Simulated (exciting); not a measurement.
# C (Fd-3m) in exciting: a series of runs

Aim: see how the results for C move with the level of theory and the settings. Levels: TASK, LDA-PZ, PBE, LDA. Tasks: density of states, band structure.

Everything below comes from runs of exciting (release sodium). Logs are shortened: lines on timing, memory, paths and dates and some standing lists are left out, and cuts for length are marked.

**1. The structure**

Symmetry: Fd-3m, No. 227, cubic system. Conventional cell: a = 3.567 Å, b = 3.567 Å, c = 3.567 Å, α = 90.00°, β = 90.00°, γ = 90.00°. Around C (site symmetry -43m) lie 4 C at 1.54 Å.

This isn't the form of C at room conditions, which is graphite.

**2. Density of states, TASK**

The input, run_exciting.py:

```python
import subprocess
import xml.etree.ElementTree as ET
from ase.io import read
from ase.units import Bohr

atoms = read("C.cif")
import spglib
from ase import Atoms
cell, positions, numbers = spglib.find_primitive((atoms.cell[:], atoms.get_scaled_positions(), atoms.numbers), symprec=1e-5)
atoms = Atoms(numbers, cell=cell, scaled_positions=positions, pbc=True)
rmt = {'C': 1.4}  # bohr
tasks = """
<groundstate do="fromscratch" ngridk="12 12 12" rgkmax="6.5" gmaxvr="14" lmaxapw="10" lmaxmat="10" lmaxvr="8" stype="Gaussian" swidth="0.00367493" nempty="10" ValenceRelativity="zora" epsengy="1e-05" epspot="1e-05" maxscl="60" outputlevel="normal" deband="0.005">
  <libxc exchange="XC_GGA_X_PBE" correlation="XC_GGA_C_PBE"/>
  <mgga exchange="XC_MGGA_X_TASK" correlation="XC_LDA_C_PW"/>
</groundstate>
<properties>
  <dos nwdos="200" winddos="-0.3 0.3" inttype="tetra" ngrdos="100" nsmdos="0" lmirep="true"/>
  <chargedensityplot>
    <plot3d>
      <box grid="13 13 13">
        <origin coord="0 0 0"/>
        <point coord="1 0 0"/>
        <point coord="0 1 0"/>
        <point coord="0 0 1"/>
      </box>
    </plot3d>
  </chargedensityplot>
  <elfplot>
    <plot3d>
      <box grid="13 13 13">
        <origin coord="0 0 0"/>
        <point coord="1 0 0"/>
        <point coord="0 1 0"/>
        <point coord="0 0 1"/>
      </box>
    </plot3d>
  </elfplot>
  <exccplot>
    <plot3d>
      <box grid="13 13 13">
        <origin coord="0 0 0"/>
        <point coord="1 0 0"/>
        <point coord="0 1 0"/>
        <point coord="0 0 1"/>
      </box>
    </plot3d>
  </exccplot>
</properties>
"""

root = ET.Element("input")
ET.SubElement(root, "title").text = "C"
structure = ET.SubElement(root, "structure", speciespath="./", tshift="false")
crystal = ET.SubElement(structure, "crystal", scale="1.0")
for vector in atoms.cell / Bohr:
    ET.SubElement(crystal, "basevect").text = " ".join(f"{x:.12f}" for x in vector)
symbols = atoms.get_chemical_symbols()
for element in dict.fromkeys(symbols):
    species = ET.SubElement(structure, "species", speciesfile=element + ".xml", rmt=str(rmt[element]))
    for symbol, position in zip(symbols, atoms.get_scaled_positions(wrap=False)):
        if symbol == element:
            ET.SubElement(species, "atom", coord=" ".join(f"{x:.12f}" for x in position))
root.extend(ET.fromstring("<tasks>" + tasks + "</tasks>"))
ET.indent(root)
ET.ElementTree(root).write("input.xml")
subprocess.run(["exciting_smp"], check=True)
```

The input, C.cif:

```cif
data_C
_cell_length_a 3.56674000
_cell_length_b 3.56674000
_cell_length_c 3.56674000
_cell_angle_alpha 90.00000000
_cell_angle_beta 90.00000000
_cell_angle_gamma 90.00000000
_space_group_name_H-M_alt 'Fd-3m'
_space_group_name_Hall 'F 4d 2 3 -1d'
_space_group_IT_number 227
loop_
_space_group_symop_operation_xyz
'x,y,z'
'-y+1/4,x+1/4,z+1/4'
'-x,-y+1/2,z+1/2'
'y+3/4,-x+1/4,z+3/4'
'x,-y,-z'
'-y+1/4,-x+3/4,-z+3/4'
'-x,y+1/2,-z+1/2'
'y+3/4,x+3/4,-z+1/4'
'z,x,y'
'z+1/4,-y+1/4,x+1/4'
'z+1/2,-x,-y+1/2'
'z+3/4,y+3/4,-x+1/4'
'-z,x,-y'
'-z+3/4,-y+1/4,-x+3/4'
'-z+1/2,-x,y+1/2'
'-z+1/4,y+3/4,x+3/4'
'y,z,x'
'x+1/4,z+1/4,-y+1/4'
'-y+1/2,z+1/2,-x'
'-x+1/4,z+3/4,y+3/4'
'-y,-z,x'
'-x+3/4,-z+3/4,-y+1/4'
'y+1/2,-z+1/2,-x'
'x+3/4,-z+1/4,y+3/4'
'-x+1/4,-y+1/4,-z+1/4'
'y,-x,-z'
'x+1/4,y+3/4,-z+3/4'
'-y+1/2,x,-z+1/2'
'-x+1/4,y+1/4,z+1/4'
'y,x+1/2,z+1/2'
'x+1/4,-y+3/4,z+3/4'
'-y+1/2,-x+1/2,z'
'-z+1/4,-x+1/4,-y+1/4'
'-z,y,-x'
'-z+3/4,x+1/4,y+3/4'
'-z+1/2,-y+1/2,x'
'z+1/4,-x+1/4,y+1/4'
'z+1/2,y,x+1/2'
'z+3/4,x+1/4,-y+3/4'
'z,-y+1/2,-x+1/2'
'-y+1/4,-z+1/4,-x+1/4'
[... 89 lines left out ...]
'-z+1/4,x+1/4,y+1/4'
'-z,-y+1/2,x+1/2'
'z+3/4,-x+1/4,y+3/4'
'z,y,x'
'z+1/4,x+1/4,-y+1/4'
'z+1/2,-y+1/2,-x'
'-y+3/4,-z+1/4,-x+3/4'
'-x+1/2,-z,y+1/2'
'y+1/4,-z+3/4,x+3/4'
'x+1/2,-z+1/2,-y'
'y+3/4,z+1/4,-x+3/4'
'x,z+1/2,y+1/2'
'-y+1/4,z+3/4,x+3/4'
'-x,z,-y'
'x+1/2,y+1/2,z'
'-y+3/4,x+3/4,z+1/4'
'-x+1/2,-y,z+1/2'
'y+1/4,-x+3/4,z+3/4'
'x+1/2,-y+1/2,-z'
'-y+3/4,-x+1/4,-z+3/4'
'-x+1/2,y,-z+1/2'
'y+1/4,x+1/4,-z+1/4'
'z+1/2,x+1/2,y'
'z+3/4,-y+3/4,x+1/4'
'z,-x+1/2,-y+1/2'
'z+1/4,y+1/4,-x+1/4'
'-z+1/2,x+1/2,-y'
'-z+1/4,-y+3/4,-x+3/4'
'-z,-x+1/2,y+1/2'
'-z+3/4,y+1/4,x+3/4'
'y+1/2,z+1/2,x'
'x+3/4,z+3/4,-y+1/4'
'-y,z,-x'
'-x+3/4,z+1/4,y+3/4'
'-y+1/2,-z+1/2,x'
'-x+1/4,-z+1/4,-y+1/4'
'y,-z,-x'
'x+1/4,-z+3/4,y+3/4'
'-x+3/4,-y+3/4,-z+1/4'
'y+1/2,-x+1/2,-z'
'x+3/4,y+1/4,-z+3/4'
'-y,x+1/2,-z+1/2'
'-x+3/4,y+3/4,z+1/4'
'y+1/2,x,z+1/2'
'x+3/4,-y+1/4,z+3/4'
'-y,-x,z'
'-z+3/4,-x+3/4,-y+1/4'
'-z+1/2,y+1/2,-x'
'-z+1/4,x+3/4,y+3/4'
'-z,-y,x'
'z+3/4,-x+3/4,y+1/4'
'z,y+1/2,x+1/2'
'z+1/4,x+3/4,-y+3/4'
'z+1/2,-y,-x+1/2'
'-y+3/4,-z+3/4,-x+1/4'
'-x+1/2,-z+1/2,y'
'y+1/4,-z+1/4,x+1/4'
'x+1/2,-z,-y+1/2'
'y+3/4,z+3/4,-x+1/4'
'x,z,y'
'-y+1/4,z+1/4,x+1/4'
'-x,z+1/2,-y+1/2'
loop_
_atom_site_label
_atom_site_type_symbol
_atom_site_symmetry_multiplicity
_atom_site_Wyckoff_symbol
_atom_site_fract_x
_atom_site_fract_y
_atom_site_fract_z
_atom_site_occupancy
C1 C 8 a 0.2500000000 0.2500000000 0.2500000000 1
```

Potentials or basis: all-electron LAPW+lo, shipped species files, valence relativity zora.

On the command line:

```
OMP_NUM_THREADS=1 python run_exciting.py
```

The program printed:

```text
================================================================================
EXCITING SODIUM started
[... 10 lines left out ...]

 Lattice vectors (cartesian) :
      0.0000000000      3.3700808810      3.3700808810
      3.3700808810      0.0000000000      3.3700808810
      3.3700808810      3.3700808810      0.0000000000

 Reciprocal lattice vectors (cartesian) :
     -0.9322009662      0.9322009662      0.9322009662
      0.9322009662     -0.9322009662      0.9322009662
      0.9322009662      0.9322009662     -0.9322009662

 Unit cell volume                           :      76.5510174792
 Brillouin zone volume                      :       3.2403254929

 Species :    1 (C)
     parameters loaded from                 :    C.xml
     name                                   :    carbon
     nuclear charge                         :      -6.00000000
     electronic charge                      :       6.00000000
     atomic mass                            :   21894.16673000
     muffin-tin radius                      :       1.40000000
     # of radial points in muffin-tin       :     250

     atomic positions (lattice) :
       1 :   0.25000000  0.25000000  0.25000000
       2 :   0.00000000  0.00000000  0.00000000

 Total number of atoms per unit cell        :       2

 Spin treatment                             :    spin-unpolarised

 Number of Bravais lattice symmetries       :      48
 Number of crystal symmetries               :      24

 k-point grid                               :      12   12   12
 Total number of k-points                   :     116
 k-point set is reduced with crystal symmetries

 R^MT_min * |G+k|_max (rgkmax)              :       6.50000000
 Species with R^MT_min                      :       1 (C)
 Maximum |G+k| for APW functions            :       4.64285714
 Maximum |G| for potential and density      :      14.00000000

 G-vector grid sizes                        :      24    24    24
 Total number of G-vectors                  :    3527

 Maximum angular momentum used for
     APW functions                          :      10
     computing H and O matrix elements      :      10
     potential and density                  :       8
     inner part of muffin-tin               :       2

 Total nuclear charge                       :     -12.00000000
 Total electronic charge                    :      12.00000000
 Total core charge                          :       4.00000000
 Total valence charge                       :       8.00000000

 Number of empty states                     :      10
 Total number of valence states             :      15

 Maximum Hamiltonian size                   :     146
 Maximum number of plane-waves              :     138
 Total number of local-orbitals             :       8

 Exchange-correlation type                  :     100
     libxc; exchange: TASK exchange of Aschebrock and Kuemmel; correlation: Perdew & Wang (see libxc for references)
 GGA functional to construct the basis      :
     libxc; exchange: Perdew, Burke & Ernzerhof; correlation: Perdew, Burke & Ernzerhof (see libxc for references)

 Smearing scheme                            :    Gaussian
 Smearing width                             :       0.00367493

 Using multisecant Broyden potential mixing
[... 16 lines left out ...]
+ SCF iteration number :    1                                                  +
++++++++++++++++++++++++++++++++++++++++++++++++++++++++++++++++++++++++++++++++
 Total energy                               :       -76.97494355
 _______________________________________________________________
 Fermi energy                               :         0.46869131
 Kinetic energy                             :        75.66771827
 Coulomb energy                             :      -141.65400855
 Exchange energy                            :       -10.18463604
 Correlation energy                         :        -0.80401724

 DOS at Fermi energy (states/Ha/cell)       :         0.00000000

 Electron charges :
     core                                   :         4.00000000
     core leakage                           :         0.00023397
     valence                                :         8.00000000
     interstitial                           :         3.33047494
     charge in muffin-tin spheres :
                  atom     1     C          :         4.33476253
                  atom     2     C          :         4.33476253
     total charge in muffin-tins            :         8.66952506
     total charge                           :        12.00000000

 Estimated fundamental gap                  :         0.17922433
        valence-band maximum at    1      0.0000  0.0000  0.0000
     conduction-band minimum at   43      0.3333  0.3333  0.0000

++++++++++++++++++++++++++++++++++++++++++++++++++++++++++++++++++++++++++++++++
+ SCF iteration number :    2                                                  +
++++++++++++++++++++++++++++++++++++++++++++++++++++++++++++++++++++++++++++++++
 Total energy                               :       -75.89151013
 _______________________________________________________________
 Fermi energy                               :         0.53110585
 Kinetic energy                             :        76.05625919
 Coulomb energy                             :      -141.01856524
 Exchange energy                            :       -10.12799207
 Correlation energy                         :        -0.80121201
[... 675 lines left out ...]
 Electron charges :
     core                                   :         4.00000000
     core leakage                           :         0.00023779
     valence                                :         8.00000000
     interstitial                           :         3.49255658
     charge in muffin-tin spheres :
                  atom     1     C          :         4.25377382
                  atom     2     C          :         4.25366961
     total charge in muffin-tins            :         8.50744342
     total charge                           :        12.00000000

 Estimated fundamental gap                  :         0.16195878
        valence-band maximum at    1      0.0000  0.0000  0.0000
     conduction-band minimum at   43      0.3333  0.3333  0.0000

 RMS change in effective potential (target) :  0.485637E-05  ( 0.100000E-04)
 Absolute change in total energy   (target) :  0.299821E-09  ( 0.100000E-04)
 Charge distance                   (target) :  0.129583E-09  ( 0.100000E-04)

++++++++++++++++++++++++++++++++++++++++++++++++++++++++++++++++++++++++++++++++
| Convergency criteria checked for the last 2 iterations                       +
| Convergence targets achieved. Performing final SCF iteration                 +
++++++++++++++++++++++++++++++++++++++++++++++++++++++++++++++++++++++++++++++++
 Total energy                               :       -76.27818398
 _______________________________________________________________
 Fermi energy                               :         0.52245170
 Kinetic energy                             :        75.81381253
 Coulomb energy                             :      -141.15065255
 Exchange energy                            :       -10.13970676
 Correlation energy                         :        -0.80163721

 DOS at Fermi energy (states/Ha/cell)       :         0.00000000

 Electron charges :
     core                                   :         4.00000000
     core leakage                           :         0.00023779
     valence                                :         8.00000000
     interstitial                           :         3.49255658
     charge in muffin-tin spheres :
                  atom     1     C          :         4.25377382
                  atom     2     C          :         4.25366961
     total charge in muffin-tins            :         8.50744342
     total charge                           :        12.00000000

 Estimated fundamental gap                  :         0.16195878
        valence-band maximum at    1      0.0000  0.0000  0.0000
     conduction-band minimum at   43      0.3333  0.3333  0.0000

++++++++++++++++++++++++++++++++++++++++++++++++++++++++++++++++++++++++++++++++
[... 9 lines left out ...]
| EXCITING SODIUM stopped                                                      =
================================================================================
```

Run time: 2.3 min. Hardware: 1 thread of Arm Neoverse V2, shared host; peak memory 0.27 GiB.

What came out:

| Property | Result |
| --- | --- |
| Band gap on the k mesh | 4.41 eV, indirect (least direct gap 5.90 eV) |
| All electrons inside the program's atomic spheres | C 4.25 (radii C 1.4 bohr) |

States per cell in windows of 1 eV (zero at the valence-band top; states under -5 eV left out):
```
from (eV)  total  C2 p  C1 p  C1 s  C2 s  C2 d  C1 d
     -5.0   0.58  0.16  0.16  0.01  0.01  0.00  0.00
     -4.0   0.58  0.17  0.17  0.01  0.01  0.01  0.01
     -3.0   0.29  0.09  0.09  0.00  0.00  0.00  0.00
     -2.0   0.17  0.05  0.05  0.00  0.00  0.00  0.00
     -1.0   0.07  0.02  0.02  0.00  0.00  0.00  0.00
      0.0   0.00  0.00  0.00  0.00  0.00  0.00  0.00
      1.0   0.00  0.00  0.00  0.00  0.00  0.00  0.00
      2.0   0.00  0.00  0.00  0.00  0.00  0.00  0.00
      3.0   0.00  0.00  0.00  0.00  0.00  0.00  0.00
      4.0   0.05  0.01  0.00  0.00  0.00  0.00  0.00
      5.0   0.24  0.03  0.03  0.02  0.02  0.01  0.01
      6.0   0.42  0.06  0.06  0.03  0.03  0.01  0.01
      7.0   0.57  0.09  0.09  0.03  0.03  0.02  0.02
```

Caveat: this version's total energy under meta-GGAs is doubtful, so none is listed.

**3. Band structure, LDA-PZ**

The input, input.xml:

```xml
<input>
  <title>C</title>
  <structure speciespath="./" tshift="false" cartesian="true">
    <crystal scale="4.7660140852">
      <basevect>0.000000000000 0.707106781186 0.707106781186</basevect>
      <basevect>0.707106781186 0.000000000000 0.707106781186</basevect>
      <basevect>0.707106781186 0.707106781186 0.000000000000</basevect>
    </crystal>
    <species speciesfile="C.xml" rmt="1.4">
      <atom coord="5.055121318311 5.055121318311 5.055121318311"/>
      <atom coord="3.370080878874 3.370080878874 3.370080878874"/>
    </species>
  </structure>
  <groundstate do="fromscratch" ngridk="13 13 13" rgkmax="6.5" gmaxvr="12" lmaxapw="9" lmaxmat="9" lmaxvr="8" xctype="LDA_PZ" stype="Methfessel-Paxton 1" swidth="0.01" nempty="10" ValenceRelativity="iora*" epsengy="1e-05" epspot="1e-05" maxscl="60" outputlevel="high"/>
  <properties>
    <bandstructure>
      <plot1d>
        <path steps="80">
          <point coord="0 0 0" label="G"/>
          <point coord="0.5 0 0.5" label="X"/>
          <point coord="0.5 0.25 0.75" label="W"/>
          <point coord="0.375 0.375 0.75" label="K"/>
          <point coord="0 0 0" label="G"/>
          <point coord="0.5 0.5 0.5" label="L"/>
          <point coord="0.625 0.25 0.625" label="U"/>
          <point coord="0.5 0.25 0.75" label="W"/>
          <point coord="0.5 0.5 0.5" label="L"/>
          <point coord="0.375 0.375 0.75" label="K" breakafter="true"/>
          <point coord="0.625 0.25 0.625" label="U"/>
          <point coord="0.5 0 0.5" label="X"/>
        </path>
      </plot1d>
    </bandstructure>
  </properties>
</input>
```

Potentials or basis: all-electron LAPW+lo, shipped species files, valence relativity iora*.

On the command line:

```
OMP_NUM_THREADS=1 exciting_smp
```

It took 30 s on 1 thread of Arm Neoverse V2, shared host; peak memory 0.09 GiB.

The run converged, but some of its settings lie outside the range that counts as converged (typed here: gmaxvr = 12; lmaxapw = 9; lmaxmat = 9; swidth = 0.01), so its numbers aren't taken as properties of the crystal.

What came out:

* Free energy: -2057.8342 eV
* Band gap on the k mesh: 4.10 eV, indirect (least direct gap 5.54 eV)
* Band gap along the path: 4.10 eV, indirect (least direct gap 5.54 eV)
* All electrons inside the program's atomic spheres: C 4.27 (radii C 1.4 bohr)

[end of part 1 of 2]
